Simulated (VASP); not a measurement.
Set up this calculation in VASP 6.6.1, as the native input.

```yaml
Task: single point
Functional: r2SCAN
Potentials_or_basis: VASP PAW PBE potentials, release 64 (Cr_pv)
Cutoff: 520 eV
k_mesh: 9 × 9 × 2
Occupations: gaussian, width 0.1 eV
Spin: collinear spin, typed start
Starting_moments: "[3.0, 3.0, 3.0, 3.0] μB"
Dipole_correction: no
Further_INCAR_settings: ALGO = Normal; EDIFF = 1e-06; NBANDS = 36
```

Crystal: Cr.

```
CELL_PARAMETERS angstrom
2.71663 0.00000 0.00000
-1.35832 2.35267 0.00000
0.00000 0.00000 8.76167
ATOMIC_POSITIONS crystal
Cr 0.00000 0.00000 0.00000
Cr 0.00000 0.00000 0.50000
Cr 0.33333 0.66667 0.75000
Cr 0.66667 0.33333 0.25000
```

The cell was built by a generator and needn't be a form met in nature.

One way to write it, as run:

POSCAR

```
Cr
1.0
    2.7166313329      0.0000000000      0.0000000000
   -1.3583156664      2.3526717470      0.0000000000
    0.0000000000      0.0000000000      8.7616722377
Cr
4
Direct
    0.0000000000      0.0000000000      0.0000000000
    0.0000000000      0.0000000000      0.5000000000
    0.3333333333      0.6666666667      0.7500000000
    0.6666666667      0.3333333333      0.2500000000
```

INCAR.step1

```
ALGO = Normal ; EDIFF = 1E-4
ENCUT = 520 ; GGA = PE
ISMEAR = 0 ; ISPIN = 2
LASPH = True ; LCHARG = False
LMAXMIX = 4 ; LREAL = False
LWAVE = True ; MAGMOM = 3 3 3 3
NBANDS = 36 ; NELM = 150
PREC = Accurate ; SIGMA = 0.1
```

INCAR.step2

```
ALGO = Normal ; EDIFF = 1E-6
ENCUT = 520 ; ISIF = 2
ISMEAR = 0 ; ISPIN = 2
ISTART = 1 ; LASPH = True
LCHARG = False ; LMAXMIX = 4
LMIXTAU = True ; LORBIT = 11
LREAL = False ; LWAVE = False
MAGMOM = 3 3 3 3 ; METAGGA = R2SCAN
NBANDS = 36 ; NELM = 150
PREC = Accurate ; SIGMA = 0.1
```

KPOINTS

```
k-points
0
Gamma
  9 9 2
```

Potentials or basis: VASP PAW PBE potentials, release 64 (Cr_pv).

Launch:

```console
$ cat potpaw_PBE.64/Cr_pv/POTCAR > POTCAR
$ cp INCAR.step1 INCAR
$ mpirun -np 1 vasp_std > vasp.out
$ cp INCAR.step2 INCAR
$ mpirun -np 1 vasp_std > vasp.out
```

Results of the run:

The pressure is -17.7 GPa and the band gap on the k mesh is none (metal or under the smearing width). The net moment is 7.00 μB per cell, the site moments are Cr +2.29, +1.12 μB and the valence electrons inside the program's atomic spheres are Cr 10.97, 10.99.

Caveat: so large a pressure means that the cell lies far from this level's equilibrium, or that cutoff or potentials fall short; the potentials were made for another functional, which shifts forces and pressure.

It took 10 min on 1 thread of Intel(R) Xeon(R) Platinum 8488C (Sapphire Rapids), with other jobs on the host, peak memory 0.25 GiB.
